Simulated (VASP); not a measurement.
# Pb (P6_3/mmc) in VASP: a series of runs

The runs below take Pb through single point, with PBEsol.

All numbers are computed with VASP 6.6.1; they aren't measurements. Logs are shortened: lines on timing, memory, paths and dates and some standing lists are left out, and cuts for length are marked.

## Step 1: The structure

It takes space group P6_3/mmc (No. 194, hexagonal). The conventional cell has a = 3.480 Å, b = 3.480 Å, c = 5.590 Å, α = 90.00°, β = 90.00°, γ = 120.00°. Pb (site symmetry -6m2) is surrounded by 12 Pb at 3.44 to 3.48 Å.

This isn't the form of Pb at room conditions, which is fcc.

## Step 2: Single point, PBEsol

Contents of INCAR:

```
PREC = Accurate
ENCUT = 550
EDIFF = 1E-6
ISMEAR = -1
SIGMA = 0.2
LREAL = False
LASPH = True
NELM = 100
ALGO = Normal
ISIF = 2
LWAVE = False
LCHARG = False
GGA = PS
ADDGRID = False
```

Contents of KPOINTS:

```
regular mesh
0
Gamma
  6 6 4
```

Contents of POSCAR:

```
Pb
1.0
    3.4800000000      0.0000000000      0.0000000000
   -1.7400000000      3.0137684052      0.0000000000
    0.0000000000      0.0000000000      5.5900000000
Pb
2
Direct
    0.6916670000      0.3496840000      0.7502860000
    0.3559200000      0.6835750000      0.2530120000
```

Potentials or basis: VASP PAW PBE potentials, release 64 (Pb_d).

Launch:

```console
cat potpaw_PBE.64/Pb_d/POTCAR > POTCAR
mpirun -np 1 vasp_std > vasp.out
```

OUTCAR:

```text
PREC = Accurate
   ENCUT = 550
   EDIFF = 1E-6
   ISMEAR = -1
   LREAL = False
   LASPH = True
   NELM = 100
   ISIF = 2
   GGA = PS

 Found     76 irreducible k-points:

 Following reciprocal coordinates:
            Coordinates               Weight
  0.000000  0.000000  0.000000      1.000000
  0.166667  0.000000  0.000000      2.000000
  0.000000  0.166667  0.000000      2.000000
 -0.166667  0.166667  0.000000      2.000000
  0.333333  0.000000  0.000000      2.000000
  0.000000  0.333333  0.000000      2.000000
   k-points           NKPTS =     76   k-points in BZ     NKDIM =     76   number of bands    NBANDS=     18
   number of dos      NEDOS =    301   number of ions     NIONS =      2
   total plane-waves  NPLWV =  37632
   dimension x,y,z NGX =    28 NGY =   28 NGZ =   48
   dimension x,y,z NGXF=    56 NGYF=   56 NGZF=   96
   ions per type =               2
   NGX,Y,Z   is equivalent  to a cutoff of  13.38, 13.38, 14.28 a.u.
   NGXF,Y,Z  is equivalent  to a cutoff of  26.75, 26.75, 28.55 a.u.
 SYSTEM =  unknown system
   PREC   = accura    normal or accurate (medium, high low for compatibility)
   ISTART =      0    job   : 0-new  1-cont  2-samecut
   ICHARG =      2    charge: 1-file 2-atom 10-const
   ISPIN  =      1    spin polarized calculation?
   LNONCOLLINEAR =      F non collinear calculations
   LSORBIT =      F    spin-orbit coupling
   LASPH  =      T    aspherical Exc in radial PAW
   ENCUT  =  550.0 eV  40.42 Ry    6.36 a.u.   6.65  6.65 10.69*2*pi/ulx,y,z
   NELM   =    100;   NELMIN=  2; NELMDL= -5     # of ELM steps
   EDIFF  = 0.1E-05   stopping-criterion for ELM
   LREAL  =      F    real-space projection
   EDIFFG = 0.1E-04   stopping-criterion for IOM
   NSW    =      0    number of steps for IOM
   IBRION =     -1    ionic relax: 0-MD 1-quasi-New 2-CG
   NFREE  =      0    steps in history (QN), initial steepest desc. (CG)
   ISIF   =      2    stress and relaxation
   ISYM   =      2    0-nonsym 1-usesym 2-fastsym
   POTIM  = 0.5000    time-step for ionic-motion
   TEBEG  =    0.0;   TEEND  =   0.0 temperature during run
   PSTRESS=    0.0 pullay stress
   NELECT =      28.0000    total number of electrons
   NUPDOWN=      -1.0000    fix difference up-down
   EMIN   =  10.00;   EMAX   =-10.00  energy-range for DOS
   EFERMI =   0.00;   METHOD = LEGACY
   ISMEAR =    -1;   SIGMA  =   0.20  broadening in eV -4-tet -1-fermi 0-gaus
   EFERMI_NEDOS =   21; number of points for ismear=-14 and -15
   IALGO  =     38    algorithm
   IMIX   =      4    mixing-type and parameters
     AMIX     =   0.40;   BMIX     =  1.00
     AMIX_MAG =   1.60;   BMIX_MAG =  1.00
  volume/ion in A,a.u.               =      29.31       197.82
  Fermi-wavevector in a.u.,A,eV,Ry     =   1.279658  2.418203 22.279870  1.637524
  Thomas-Fermi vector in A             =   2.412131
   LORBIT       =      0    0 simple, 1 ext, 2 COOP (PROOUT), +10 PAW based schemes
   GGA     = PS    functional components
   LHFCALC =     F    Hartree Fock is set to
   AEXX    =    0.0000 exact exchange contribution
   IVDW    =     0    specifies the selected vdW correction
   LEPSILON=     F    determine dielectric tensor
   LRPA    =     F    only Hartree local field effects (RPA)
 non-spin polarized calculation
  energy-cutoff  :      550.00
  volume of cell :       58.63
 maximum number of plane-waves:      1739
 NGX is ok and might be reduce to    28
   NGX = 13   NGY = 13   NGZ = 21

 number of electron      27.9999999 magnetization

 Free energy of the ion-electron system (eV)
  ---------------------------------------------------
  ext. energy  EPLUGINS =         0.00000000
  ---------------------------------------------------
  free energy    TOTEN  =        -7.98185726 eV

  energy without entropy =       -7.81558816  energy(sigma->0) =       -7.89872271

 E-fermi :   7.5187     XC(G=0): -10.5055

 val. band max:        7.5167671375   @ k =  -0.3333   0.0000   0.2500
 cond. band min:       7.9675514436   @ k =  -0.1667   0.3333   0.0000
 fundamental gap:      0.4507843061
 Fermi energy:         7.5186728537

 k-point     1 :       0.0000    0.0000    0.0000
  band No.  band energies     occupation
      1      -9.5693      2.00000
      2      -9.5187      2.00000
      3      -9.5085      2.00000
      4      -9.5080      2.00000
      5      -9.4835      2.00000
      6      -9.4830      2.00000
      7      -9.4404      2.00000
      8      -9.4362      2.00000
      9      -9.2413      2.00000
     10      -9.2377      2.00000
     11      -4.5223      2.00000
     12      -0.5387      2.00000
     13       3.1413      2.00000
     14      13.0265      0.00000
     15      13.0552      0.00000
     16      14.9264      0.00000
     17      14.9672      0.00000
     18      15.6201      0.00000

 k-point     2 :       0.1667    0.0000    0.0000
  band No.  band energies     occupation
      1      -9.5857      2.00000
      2      -9.5176      2.00000
      3      -9.4816      2.00000
      4      -9.4722      2.00000
      5      -9.4628      2.00000
      6      -9.4430      2.00000
      7      -9.4350      2.00000
      8      -9.4195      2.00000
      9      -9.2837      2.00000
     10      -9.2313      2.00000
     11      -4.0348      2.00000
     12      -0.1879      2.00000
     13       3.7127      2.00000
     14       9.4075      0.00016
     15      11.5945      0.00000
     16      12.3016      0.00000
     17      14.6643      0.00000
     18      15.0181      0.00000

 k-point     3 :       0.0000    0.1667    0.0000
  band No.  band energies     occupation
      1      -9.5858      2.00000
      2      -9.5176      2.00000
      3      -9.4814      2.00000
      4      -9.4716      2.00000
      5      -9.4635      2.00000
      6      -9.4431      2.00000
      7      -9.4350      2.00000
      8      -9.4194      2.00000
      9      -9.2845      2.00000
     10      -9.2305      2.00000
     11      -4.0349      2.00000
     12      -0.1876      2.00000
     13       3.7123      2.00000
     14       9.4090      0.00016
     15      11.5921      0.00000
     16      12.2992      0.00000
     17      14.6685      0.00000
     18      15.0207      0.00000

 k-point     4 :      -0.1667    0.1667    0.0000
  band No.  band energies     occupation
      1      -9.5860      2.00000
      2      -9.5178      2.00000
      3      -9.4809      2.00000
      4      -9.4694      2.00000
      5      -9.4657      2.00000
      6      -9.4432      2.00000
      7      -9.4352      2.00000
      8      -9.4193      2.00000
      9      -9.2859      2.00000
     10      -9.2289      2.00000
     11      -4.0351      2.00000
     12      -0.1870      2.00000
     13       3.7114      2.00000
     14       9.4118      0.00015
     15      11.5873      0.00000
     16      12.2947      0.00000
     17      14.6765      0.00000
     18      15.0273      0.00000

 k-point     5 :       0.3333    0.0000    0.0000
  band No.  band energies     occupation
      1      -9.6598      2.00000
      2      -9.5492      2.00000
      3      -9.5242      2.00000
      4      -9.5079      2.00000
      5      -9.4173      2.00000
      6      -9.3579      2.00000
      7      -9.3119      2.00000
      8      -9.3087      2.00000
      9      -9.2873      2.00000
     10      -9.2185      2.00000
     11      -2.5977      2.00000
     12       0.6222      2.00000
     13       5.2970      1.99997
     14       5.4962      1.99992
     15       8.4441      0.01938
     16      10.0161      0.00001
     17      11.5194      0.00000
     18      13.9361      0.00000

 k-point     6 :       0.0000    0.3333    0.0000
  band No.  band energies     occupation
      1      -9.6598      2.00000
      2      -9.5490      2.00000
      3      -9.5244      2.00000
      4      -9.5085      2.00000
      5      -9.4178      2.00000
      6      -9.3579      2.00000
      7      -9.3118      2.00000
      8      -9.3082      2.00000
      9      -9.2874      2.00000
     10      -9.2180      2.00000
     11      -2.5985      2.00000
     12       0.6247      2.00000
     13       5.2943      1.99997
     14       5.4941      1.99992
     15       8.4445      0.01933
     16      10.0154      0.00001
     17      11.5274      0.00000
     18      13.8922      0.00000

 [... further k-points ...]

------------------------ aborting loop because EDIFF is reached ----------------------------------------

  FORCE on cell =-STRESS in cart. coord.  units (eV):
  Direction    XX          YY          ZZ          XY          YZ          ZX
  --------------------------------------------------------------------------------------
  -------------------------------------------------------------------------------------
  Total        0.4425711      0.4452318      0.4624207      0.0076658      0.0001675     -0.0008907
  in kB       12.0946333     12.1673444     12.6370863      0.2094909      0.0045763     -0.0243424
  external PRESSURE =      12.2996880 kB  Pullay stress =       0.0000000 kB

 VOLUME and BASIS-vectors are now :
 -----------------------------------------------------------------------------
  energy-cutoff  :      550.00
  volume of cell :       58.63
      direct lattice vectors                 reciprocal lattice vectors
     3.480000000  0.000000000  0.000000000     0.287356322  0.165905250  0.000000000
    -1.740000000  3.013768405  0.000000000     0.000000000  0.331810500  0.000000000
     0.000000000  0.000000000  5.590000000     0.000000000  0.000000000  0.178890877

 POSITION                                       TOTAL-FORCE (eV/Angst)
 -----------------------------------------------------------------------------------
      1.79855      1.05387      4.19410        -0.004001      0.000788      0.038290
      0.04918      2.06014      1.41434         0.004001     -0.000788     -0.038290
 -----------------------------------------------------------------------------------
    total drift:                                0.000015     -0.000000      0.000003

  FREE ENERGIE OF THE ION-ELECTRON SYSTEM (eV)
  ---------------------------------------------------
  free  energy   TOTEN  =        -7.9818572605 eV

  energy  without entropy=       -7.8155881573  energy(sigma->0) =       -7.89872271
```

Run time: 26 s. Hardware: 1 thread of Intel Xeon 6975P-C (Granite Rapids), shared host; peak memory 0.22 GiB.

These settings aren't checked as converged: the numbers below hold their error.

What came out:

```
Free energy            : -7.9819 eV
Pressure               : 1.2 GPa
Largest force          : 0.039 eV/Å
Band gap on the k mesh : none (metal or under the smearing width)
```

Caveat: the PAW data sets were made with another functional, which shifts forces and pressure a little.

## Step 3: Single point, PBEsol

Changes to INCAR since step 2:

```diff
@@ -1,3 +1,3 @@
 PREC = Accurate
-ENCUT = 550
+ENCUT = 350
 EDIFF = 1E-6
```

Contents of KPOINTS:

```
regular mesh
0
Gamma
  8 8 5
```

Contents of POSCAR:

```
Pb
1.0
    3.4800000000      0.0000000000      0.0000000000
   -1.7400000000      3.0137684052      0.0000000000
    0.0000000000      0.0000000000      5.5900000000
Pb
2
Direct
    0.6666666667      0.3333333333      0.7500000000
    0.3333333333      0.6666666667      0.2500000000
```

Potentials or basis: VASP PAW PBE potentials, release 64 (Pb_d).

Launch:

```console
cat potpaw_PBE.64/Pb_d/POTCAR > POTCAR
mpirun -np 1 vasp_std > vasp.out
```

Wall time 5.7 s (1 thread of Intel Xeon 6975P-C (Granite Rapids), shared host); peak memory 0.15 GiB.

The run converged, but some of its settings lie outside the range that counts as converged, so its numbers aren't taken as properties of the crystal.

Results:

| Quantity | Value |
| --- | --- |
| Free energy | -8.0194 eV |
| Pressure | 0.8 GPa |
| Band gap on the k mesh | none (metal or under the smearing width) |

Caveat: the PAW data sets were made with another functional, which shifts forces and pressure a little.

## Step 4: For comparison

An earlier run on the cell as given: functional PBEsol; potentials or basis VASP PAW PBE potentials, release 64 (Pb_d); cutoff 520 eV; k mesh 9 × 9 × 5; occupations fermi-dirac, width 0.05 eV; no spin polarisation.

* Pressure: 1.0 GPa
* Band gap on the k mesh: none (metal or under the smearing width)
